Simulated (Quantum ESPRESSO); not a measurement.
**TaN in Quantum ESPRESSO: the effect of functional**

The system is TaN.

```
Ta N
1.0
     0.00000    2.21132    2.21132
     2.21132    0.00000    2.21132
     2.21132    2.21132    0.00000
Ta N
1 1
Direct
  0.50000 0.50000 0.50000
  0.00000 0.00000 0.00000
```

The cell comes from a database or a generator and needn't be the stable form of this composition.

Alike in all runs:

```yaml
Program: Quantum ESPRESSO 7.5
Task: phonons
Cutoff: 762 eV
Density_cutoff: 6095 eV
k_mesh: 10 × 10 × 10
Occupations: cold, width 0.2 eV
Spin: no spin polarisation
```

Each run relaxes the cell or the atoms first.

**Question.** One run gave: relaxed volume 10.28 Å³/atom; highest phonon frequency 420 cm⁻¹. Which functional did it use?
A. BLYP
B. vdW-DF-cx
C. WC
D. PBEsol
E. LDA

**Answer.** E.

| functional | potentials or basis | relaxed volume (Å³/atom) | highest phonon frequency (cm⁻¹) |
| --- | --- | --- | --- |
| LDA | GBRV 1.5 LDA | 10.28 | 420 |
| PBEsol | GBRV 1.5 PBEsol | 10.47 | 407 |
| BLYP | GBRV 1.5 PBE | 11.18 | 336 |
| WC | GBRV 1.5 PBE | 10.55 | 401 |
| AM05 | GBRV 1.5 PBE | 10.45 | 407 |
| vdW-DF-cx | GBRV 1.5 PBE | 10.54 | 409 |

Caveats: the potentials were made for another functional, which shifts forces and pressure (some runs).

Runs at the PBE level aren't shown here.
